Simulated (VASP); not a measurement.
# CdTe (F-43m) in VASP: notebook

Aim: see how the results for CdTe move with the level of theory and the settings. Levels: PBEsol-based global hybrid with 25 % exact exchange, PBE-based screened hybrid with 25 % exact exchange. Tasks: single point, relaxation of cell and atoms.

Program: VASP 6.6.1. These are calculated values, not measurements. Logs are shortened: lines on timing, memory, paths and dates and some standing lists are left out, and cuts for length are marked.

**Measured values to compare with.**

A printed reference work, data compilation reports, for a bulk crystal of CdTe at 0 K: band gap 1.607 eV.

How close the calculation comes is told below.

**1. The cell of the first run**

It takes space group F-43m (No. 216, cubic). Conventional cell: a = 6.410 Å, b = 6.410 Å, c = 6.410 Å, α = 90.00°, β = 90.00°, γ = 90.00°. Te (site symmetry -43m) has 4 Cd at 2.78 Å within 3.7 Å. Cd (site symmetry -43m) has 4 Te at 2.78 Å within 3.7 Å.

**2. Single point, PBEsol-based global hybrid with 25 % exact exchange**

The input, POSCAR:

```
CdTe
1.0
    0.0000000000      3.2050000000      3.2050000000
    3.2050000000      0.0000000000      3.2050000000
    3.2050000000      3.2050000000      0.0000000000
Te Cd
1 1
Direct
    0.7500000000      0.7500000000      0.7500000000
    0.0000000000      0.0000000000      0.0000000000
```

The input, INCAR.step1:

```
SYSTEM = CdTe
ALGO     = Normal         ! electronic algorithm
EDIFF    = 1E-5           ! SCF threshold, eV
ENCUT    = 520            ! plane-wave cutoff, eV
GGA      = PE             ! functional
ISIF     = 2              ! what is computed and relaxed
ISMEAR   = -1             ! smearing method
LASPH    = .True.         ! aspherical terms in the spheres
LREAL    = .False.        ! projectors in reciprocal space
LWAVE    = .True.         ! write WAVECAR
NBANDS   = 16             ! bands
NELM     = 100            ! most SCF steps
PREC     = Accurate       ! precision mode
SIGMA    = 0.05           ! smearing width, eV
```

The input, INCAR.step2:

```
SYSTEM = CdTe
AEXX     = 0.25           ! exact-exchange fraction
ALGO     = Normal         ! electronic algorithm
EDIFF    = 1E-6           ! SCF threshold, eV
ENCUT    = 520            ! plane-wave cutoff, eV
GGA      = PS             ! functional
ISIF     = 2              ! what is computed and relaxed
ISMEAR   = -1             ! smearing method
ISTART   = 1            
LASPH    = .True.         ! aspherical terms in the spheres
LCHARG   = .True.         ! write CHGCAR
LELF     = .True.         ! ELF
LHFCALC  = .True.         ! exact exchange
LREAL    = .False.        ! projectors in reciprocal space
LVHAR    = .True.       
LWAVE    = .False.        ! write WAVECAR
NBANDS   = 16             ! bands
NELM     = 100            ! most SCF steps
PREC     = Accurate       ! precision mode
PRECFOCK = Normal       
SIGMA    = 0.05           ! smearing width, eV
```

The input, KPOINTS:

```
k-points
0
Gamma
  4 4 4
  0 0 0
```

Potentials or basis: VASP PAW PBE potentials, release 64 (Te, Cd).

Started as:

```console
$ cat potpaw_PBE.64/Te/POTCAR potpaw_PBE.64/Cd/POTCAR > POTCAR
$ cp INCAR.step1 INCAR
$ mpirun -np 1 vasp_std > vasp.out
$ cp INCAR.step2 INCAR
$ mpirun -np 1 vasp_std > vasp.out
```

OUTCAR:

```text
SYSTEM = CdTe
   AEXX = 0.25
   EDIFF = 1E-6
   ENCUT = 520
   GGA = PS
   ISIF = 2
   ISMEAR = -1
   ISTART = 1
   LASPH = .True.
   LHFCALC = .True.
   LREAL = .False.
   NELM = 100
   PREC = Accurate
   PRECFOCK = Normal

 ion  position               nearest neighbor table
   1  0.750  0.750  0.750-   2 2.78   2 2.78   2 2.78   2 2.78
   2  0.000  0.000  0.000-   1 2.78   1 2.78   1 2.78   1 2.78

  LATTYP: Found a face centered cubic cell.
 ALAT       =     6.4100000000

  Lattice vectors:

 A1 = (   0.0000000000,   3.2050000000,   3.2050000000)
 A2 = (   3.2050000000,   0.0000000000,   3.2050000000)
 A3 = (   3.2050000000,   3.2050000000,   0.0000000000)

Analysis of symmetry for initial positions (statically):
=====================================================================
 Subroutine PRICEL returns:
 Original cell was already a primitive cell.

 Routine SETGRP: Setting up the symmetry group for a
 face centered cubic supercell.

 Subroutine GETGRP returns: Found 24 space group operations
 (whereof 24 operations were pure point group operations)
 out of a pool of 48 trial point group operations.

The static configuration has the point symmetry T_d .

Analysis of symmetry for dynamics (positions and initial velocities):
=====================================================================
 Subroutine PRICEL returns:
 Original cell was already a primitive cell.

 Routine SETGRP: Setting up the symmetry group for a
 face centered cubic supercell.

 Subroutine GETGRP returns: Found 24 space group operations
 (whereof 24 operations were pure point group operations)
 out of a pool of 48 trial point group operations.

The dynamic configuration has the point symmetry T_d .

 Subroutine INISYM returns: Found 24 space group operations
 (whereof 24 operations are pure point group operations),
 and found     1 'primitive' translations

----------------------------------------------------------------------------------------

                                     Primitive cell

  volume of cell :      65.8437

  direct lattice vectors                    reciprocal lattice vectors
     0.000000000  3.205000000  3.205000000    -0.156006240  0.156006240  0.156006240
     3.205000000  0.000000000  3.205000000     0.156006240 -0.156006240  0.156006240
     3.205000000  3.205000000  0.000000000     0.156006240  0.156006240 -0.156006240

  length of vectors
     4.532554467  4.532554467  4.532554467     0.270210734  0.270210734  0.270210734

  position of ions in fractional coordinates (direct lattice)
     0.750000000  0.750000000  0.750000000
     0.000000000  0.000000000  0.000000000

  ion indices of the primitive-cell ions
   primitive index   ion index
                 1           1
                 2           2

----------------------------------------------------------------------------------------

 KPOINTS: k-points

Automatic generation of k-mesh.
 Grid dimensions read from file:
 generate k-points for:    4    4    4

 Generating k-lattice:

  Cartesian coordinates                     Fractional coordinates (reciprocal lattice)
    -0.039001560  0.039001560  0.039001560     0.250000000  0.000000000  0.000000000
     0.039001560 -0.039001560  0.039001560     0.000000000  0.250000000  0.000000000
     0.039001560  0.039001560 -0.039001560     0.000000000  0.000000000  0.250000000

  Length of vectors
     0.067552684  0.067552684  0.067552684

  Shift w.r.t. Gamma in fractional coordinates (k-lattice)
     0.000000000  0.000000000  0.000000000

 Subroutine IBZKPT returns following result:
 ===========================================

 Found      8 irreducible k-points:

 Following reciprocal coordinates:
            Coordinates               Weight
  0.000000  0.000000  0.000000      1.000000
  0.250000  0.000000  0.000000      8.000000
  0.500000  0.000000  0.000000      4.000000
  0.250000  0.250000  0.000000      6.000000
  0.500000  0.250000  0.000000     24.000000
 -0.250000  0.250000  0.000000     12.000000
  0.500000  0.500000  0.000000      3.000000
 -0.250000  0.500000  0.250000      6.000000
   k-points           NKPTS =      8   k-points in BZ     NKDIM =     64   number of bands    NBANDS=     16
   number of dos      NEDOS =    301   number of ions     NIONS =      2
   total plane-waves  NPLWV =  46656
   dimension x,y,z NGX =    36 NGY =   36 NGZ =   36
   dimension x,y,z NGXF=    72 NGYF=   72 NGZF=   72
   ions per type =               1   1
   NGX,Y,Z   is equivalent  to a cutoff of  13.20, 13.20, 13.20 a.u.
   NGXF,Y,Z  is equivalent  to a cutoff of  26.41, 26.41, 26.41 a.u.
 SYSTEM =  CdTe
   PREC   = accura    normal or accurate (medium, high low for compatibility)
   ISTART =      1    job   : 0-new  1-cont  2-samecut
   ICHARG =      0    charge: 1-file 2-atom 10-const
   ISPIN  =      1    spin polarized calculation?
   LNONCOLLINEAR =      F non collinear calculations
   LSORBIT =      F    spin-orbit coupling
   LASPH  =      T    aspherical Exc in radial PAW
   ENCUT  =  520.0 eV  38.22 Ry    6.18 a.u.   8.43  8.43  8.43*2*pi/ulx,y,z
   NELM   =    100;   NELMIN=  2; NELMDL=  0     # of ELM steps
   EDIFF  = 0.1E-05   stopping-criterion for ELM
   LREAL  =      F    real-space projection
   EDIFFG = 0.1E-04   stopping-criterion for IOM
   NSW    =      0    number of steps for IOM
   IBRION =     -1    ionic relax: 0-MD 1-quasi-New 2-CG
   NFREE  =      0    steps in history (QN), initial steepest desc. (CG)
   ISIF   =      2    stress and relaxation
   ISYM   =      3    0-nonsym 1-usesym 2-fastsym
   POTIM  = 0.5000    time-step for ionic-motion
   TEBEG  =    0.0;   TEEND  =   0.0 temperature during run
   PSTRESS=    0.0 pullay stress
   NELECT =      18.0000    total number of electrons
   NUPDOWN=      -1.0000    fix difference up-down
   EMIN   =  10.00;   EMAX   =-10.00  energy-range for DOS
   EFERMI =   0.00;   METHOD = LEGACY
   ISMEAR =    -1;   SIGMA  =   0.05  broadening in eV -4-tet -1-fermi 0-gaus
   EFERMI_NEDOS =   21; number of points for ismear=-14 and -15
   IALGO  =     38    algorithm
   IMIX   =      1    mixing-type and parameters
     AMIX     =   0.40;   BMIX     =  1.00
     AMIX_MAG =   1.60;   BMIX_MAG =  1.00
  volume/ion in A,a.u.               =      32.92       222.17
  Fermi-wavevector in a.u.,A,eV,Ry     =   1.062497  2.007828 15.359610  1.128899
  Thomas-Fermi vector in A             =   2.197950
   LORBIT       =      0    0 simple, 1 ext, 2 COOP (PROOUT), +10 PAW based schemes
   GGA     = PS    functional components
   LHFCALC =     T    Hartree Fock is set to
   PRECFOCK=normal    Normal, Fast or Accurate (Low or Medium for compatibility)
   ENCUT4O =  -1.0   cutoff for four orbital integrals eV
   NKREDX  =     1    reduce k-point grid by
   NKREDY  =     1    reduce k-point grid by
   NKREDZ  =     1    reduce k-point grid by
   AEXX    =    0.2500 exact exchange contribution
   HFSCREEN=    0.0000 screening length (either q_TF or 0.3 A-1)
   HFSCREENC=   0.0000 screening length for correlation (either q_TF or 0.3 A-1)
   ENCUTFOCK=  -1.0 apply spherical cutoff to Coloumb kernel
   IVDW    =     0    specifies the selected vdW correction
   LEPSILON=     F    determine dielectric tensor
   LRPA    =     F    only Hartree local field effects (RPA)
 non-spin polarized calculation
  energy-cutoff  :      520.00
  volume of cell :       65.84
 maximum number of plane-waves:      1807
 NGX is ok and might be reduce to    36
  NGX = 28; NGY = 28; NGZ = 28

 number of electron      17.9999995 magnetization

 Free energy of the ion-electron system (eV)
  ---------------------------------------------------
  ext. energy  EPLUGINS =         0.00000000
  ---------------------------------------------------
  free energy    TOTEN  =        -7.03557296 eV

  energy without entropy =       -7.03557296  energy(sigma->0) =       -7.03557296

 E-fermi :   2.7690     XC(G=0):  -7.0576

 val. band max:        1.6833947805   @ k =   0.0000   0.0000   0.0000
 cond. band min:       3.9242977362   @ k =   0.0000   0.0000   0.0000
 fundamental gap:      2.2409029557
 Fermi energy:         2.7690237880

 k-point     1 :       0.0000    0.0000    0.0000
  band No.  band energies     occupation
      1     -10.7633      2.00000
      2      -8.0709      2.00000
      3      -8.0709      2.00000
      4      -8.0709      2.00000
      5      -7.7778      2.00000
      6      -7.7778      2.00000
[... 8 lines left out ...]
     15      12.8277      0.00000
     16      12.8277      0.00000

 k-point     2 :       0.2500    0.0000    0.0000
  band No.  band energies     occupation
      1     -10.5364      2.00000
      2      -8.0316      2.00000
      3      -8.0316      2.00000
      4      -7.8240      2.00000
      5      -7.7790      2.00000
      6      -7.7790      2.00000
[... 8 lines left out ...]
     15      11.7708      0.00000
     16      11.7708      0.00000

 k-point     3 :       0.5000    0.0000    0.0000
  band No.  band energies     occupation
      1     -10.3257      2.00000
      2      -8.0008      2.00000
      3      -8.0008      2.00000
      4      -7.7701      2.00000
      5      -7.7701      2.00000
      6      -7.3065      2.00000
[... 8 lines left out ...]
     15      13.8968      0.00000
     16      13.8968      0.00000

 k-point     4 :       0.2500    0.2500    0.0000
  band No.  band energies     occupation
      1     -10.4646      2.00000
      2      -7.9865      2.00000
      3      -7.9865      2.00000
      4      -7.8777      2.00000
      5      -7.7623      2.00000
      6      -7.7238      2.00000
[... 8 lines left out ...]
     15      13.4019      0.00000
     16      14.2636      0.00000

 k-point     5 :       0.5000    0.2500    0.0000
  band No.  band energies     occupation
      1     -10.2635      2.00000
      2      -7.9638      2.00000
      3      -7.9446      2.00000
      4      -7.8238      2.00000
      5      -7.7623      2.00000
      6      -7.2301      2.00000
[... 8 lines left out ...]
     15      14.1255      0.00000
     16      14.4830      0.00000

 k-point     6 :      -0.2500    0.2500    0.0000
  band No.  band energies     occupation
      1     -10.3276      2.00000
      2      -7.9835      2.00000
      3      -7.9805      2.00000
      4      -7.7878      2.00000
      5      -7.7868      2.00000
      6      -7.4007      2.00000
[... 8 lines left out ...]
     15      13.1105      0.00000
     16      14.6216      0.00000

 k-point     7 :       0.5000    0.5000    0.0000
  band No.  band energies     occupation
      1     -10.2013      2.00000
      2      -7.8923      2.00000
      3      -7.8923      2.00000
      4      -7.8913      2.00000
      5      -7.7465      2.00000
      6      -7.1101      2.00000
[... 8 lines left out ...]
     15      14.4063      0.00000
     16      15.1606      0.00000

 k-point     8 :      -0.2500    0.5000    0.2500
  band No.  band energies     occupation
      1     -10.2042      2.00000
      2      -7.9372      2.00000
      3      -7.9283      2.00000
      4      -7.8129      2.00000
      5      -7.7789      2.00000
      6      -7.0156      2.00000
[... 8 lines left out ...]
     15      14.8465      0.00000
     16      14.8571      0.00000

------------------------ aborting loop because EDIFF is reached ----------------------------------------

  FORCE on cell =-STRESS in cart. coord.  units (eV):
  Direction    XX          YY          ZZ          XY          YZ          ZX
  --------------------------------------------------------------------------------------
  -------------------------------------------------------------------------------------
  Total        0.6223000      0.6223000      0.6223000      0.0000000      0.0000000      0.0000000
  in kB       15.1424541     15.1424541     15.1424541      0.0000000      0.0000000      0.0000000
  external PRESSURE =      15.1424541 kB  Pullay stress =       0.0000000 kB

 VOLUME and BASIS-vectors are now :
 -----------------------------------------------------------------------------
  energy-cutoff  :      520.00
  volume of cell :       65.84
      direct lattice vectors                 reciprocal lattice vectors
     0.000000000  3.205000000  3.205000000    -0.156006240  0.156006240  0.156006240
     3.205000000  0.000000000  3.205000000     0.156006240 -0.156006240  0.156006240
     3.205000000  3.205000000  0.000000000     0.156006240  0.156006240 -0.156006240

 POSITION                                       TOTAL-FORCE (eV/Angst)
 -----------------------------------------------------------------------------------
      4.80750      4.80750      4.80750         0.000000      0.000000      0.000000
      0.00000      0.00000      0.00000        -0.000000     -0.000000     -0.000000
 -----------------------------------------------------------------------------------
    total drift:                                0.000025      0.000024      0.000016

  FREE ENERGIE OF THE ION-ELECTRON SYSTEM (eV)
  ---------------------------------------------------
  free  energy   TOTEN  =        -7.0355729575 eV

  energy  without entropy=       -7.0355729574  energy(sigma->0) =       -7.03557296
```

It took 9.3 min on 1 thread of Intel Xeon Platinum 8375C at 2.90GHz (Ice Lake), shared host; peak memory 0.22 GiB.

Results:

```yaml
Free_energy: -7.0356 eV
Pressure: 1.5 GPa
Band_gap_on_the_k_mesh: 2.24 eV
```

Caveat: the k points lie up to 0.42 Å⁻¹ apart; the PAW data sets were made with another functional, which shifts forces and pressure a little; spin-orbit coupling is left out, which moves the levels of the heavy elements.

**3. Single point, PBE-based screened hybrid with 25 % exact exchange**

This run uses another cell than the first one, of 35.66 Å³/atom.

The input, POSCAR:

```
CdTe
1.0
    0.0000000000      3.2916394314      3.2916394314
    3.2916394314      0.0000000000      3.2916394314
    3.2916394314      3.2916394314      0.0000000000
Te Cd
1 1
Direct
    0.7500000000      0.7500000000      0.7500000000
    0.0000000000      0.0000000000      0.0000000000
```

INCAR.step1, as its differences from that of step 2:

```diff
@@ -8,2 +8,3 @@
 LASPH    = .True.         ! aspherical terms in the spheres
+LCHARG   = .False.        ! write CHGCAR
 LREAL    = .False.        ! projectors in reciprocal space
@@ -11,3 +12,3 @@
 NBANDS   = 16             ! bands
-NELM     = 100            ! most SCF steps
+NELM     = 60             ! most SCF steps
 PREC     = Accurate       ! precision mode
```

The input, INCAR.step2:

```
SYSTEM = CdTe
AEXX     = 0.25           ! exact-exchange fraction
ALGO     = Normal         ! electronic algorithm
EDIFF    = 1E-6           ! SCF threshold, eV
ENCUT    = 520            ! plane-wave cutoff, eV
GGA      = PE             ! functional
HFSCREEN = 0.3            ! screening, 1/A
ISIF     = 2              ! what is computed and relaxed
ISMEAR   = -1             ! smearing method
ISTART   = 1            
LASPH    = .True.         ! aspherical terms in the spheres
LCHARG   = .False.        ! write CHGCAR
LHFCALC  = .True.         ! exact exchange
LREAL    = .False.        ! projectors in reciprocal space
LWAVE    = .False.        ! write WAVECAR
NBANDS   = 16             ! bands
NELM     = 60             ! most SCF steps
PREC     = Accurate       ! precision mode
PRECFOCK = Normal       
SIGMA    = 0.05           ! smearing width, eV
```

KPOINTS is that of step 2.

Potentials or basis: VASP PAW PBE potentials, release 64 (Te, Cd).

Started as:

```console
$ cat potpaw_PBE.64/Te/POTCAR potpaw_PBE.64/Cd/POTCAR > POTCAR
$ cp INCAR.step1 INCAR
$ mpirun -np 1 vasp_std > vasp.out
$ cp INCAR.step2 INCAR
$ mpirun -np 1 vasp_std > vasp.out
```

Wall time 19 min (1 thread of Intel Xeon 8259CL, shared host); peak memory 0.32 GiB.

It converged, with:

```
Free energy            : -5.7928 eV
Pressure               : 0.0 GPa
Band gap on the k mesh : 1.24 eV
```

Levels at points of the mesh, in eV from the valence-band top:
```
           k point  band 5  band 6  band 7  band 8  band 9  band 10  band 11  band 12  band 13  band 14
(0.00, 0.00, 0.00)   -9.15   -9.15    0.00    0.00    0.00     1.24     5.30     5.30     5.30     8.21
(0.50, 0.00, 0.00)   -9.15   -8.74   -4.38   -0.75   -0.75     2.38     5.86     5.86     7.72     9.33
(0.50, 0.50, 0.00)   -9.13   -8.58   -4.29   -1.80   -1.80     3.20     3.29     9.47     9.87     9.87
```

Caveat: the PAW data sets were made with another functional, which shifts forces and pressure a little; spin-orbit coupling is left out, which moves the levels of the heavy elements.

[end of part 1 of 2]
